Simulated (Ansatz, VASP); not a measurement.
**N in VASP and in Ansatz**

Contents of INCAR:

```
SYSTEM = N
PREC = Accurate
ENCUT = 520
EDIFF = 1E-6
ISMEAR = 0
SIGMA = 0.05
LREAL = .False.
LASPH = .True.
NELM = 100
ALGO = Normal
ISIF = 2
LWAVE = .False.
LCHARG = .True.
GGA = PS
LELF = .True.
LVHAR = .True.
NBANDS = 18
```

File KPOINTS:

```
Automatic mesh
0
Gamma
  6 6 4
  0 0 0
```

Contents of POSCAR:

```
N
1.0
    4.5006114355      0.0000000000      0.0000000000
   -2.2503057177      3.8976438357      0.0000000000
    0.0000000000      0.0000000000      7.0060035100
N
4
Direct
    0.3333333333      0.6666666667      0.3289300400
    0.3333333333      0.6666666667      0.1710699600
    0.6666666667      0.3333333333      0.8289300400
    0.6666666667      0.3333333333      0.6710699600
```

Input for Ansatz:

```yaml
crystal:
  lattice:
    - [4.5006114355, 0.0, 0.0]
    - [-2.2503057177, 3.8976438357, 0.0]
    - [0.0, 0.0, 7.00600351]
  atoms:
    - { symbol: "N", position: [0.3333333333, 0.6666666667, 0.32893004] }
    - { symbol: "N", position: [0.3333333333, 0.6666666667, 0.17106996] }
    - { symbol: "N", position: [0.6666666667, 0.3333333333, 0.82893004] }
    - { symbol: "N", position: [0.6666666667, 0.3333333333, 0.67106996] }
basis:
  ecutwfc: 420
kpoints:
  mp_grid: { grid: [6, 6, 4] }
hamiltonian:
  xc: pbesol
scf:
  occupations: { method: gaussian, width: 0.05 }
output:
  forces: true
  stress: true
  eigenvalues: true
```

Change from the starting cell: strain +0.080 along x and y, +0.000 along z, atoms carried along.

Alike in both runs: task single point; functional PBEsol; k mesh 6 × 6 × 4; occupations gaussian, width 0.05 eV; no spin polarisation.

|  | VASP | Ansatz |
| --- | --- | --- |
| version | VASP 6.6.1 | Ansatz 0.2.0 |
| potentials or method | VASP PAW PBE potentials, release 64 (N) | scalar-relativistic, plane waves, PAW |
| plane-wave cutoff (eV) | 520 | 420 |
| valence electrons in the cell | 20 | 20 |

VASP gave:

| Property | Result |
| --- | --- |
| gap on the k mesh at the Fermi level (eV) | 7.17 |
| least direct gap on the mesh (eV) | 7.45 |
| pressure (GPa) | 0.7 |
| largest component of the traceless stress (GPa) | 1.65 |
| rms of the force components (eV/Å) | 0.515 |

Task: Estimate Ansatz's values.

Result: gap on the k mesh at the Fermi level (eV): 7.22; least direct gap on the mesh (eV): 7.50; pressure (GPa): -0.7; largest component of the traceless stress (GPa): 1.62; rms of the force components (eV/Å): 0.482.

Atom by atom the forces differ by 0.997 eV/Å (rms over components).

Caveats: the standard files for N, O and F lose accuracy on very short bonds; the PAW data sets were made with another functional, which shifts forces and pressure a little (VASP). A k mesh can miss the band edges.
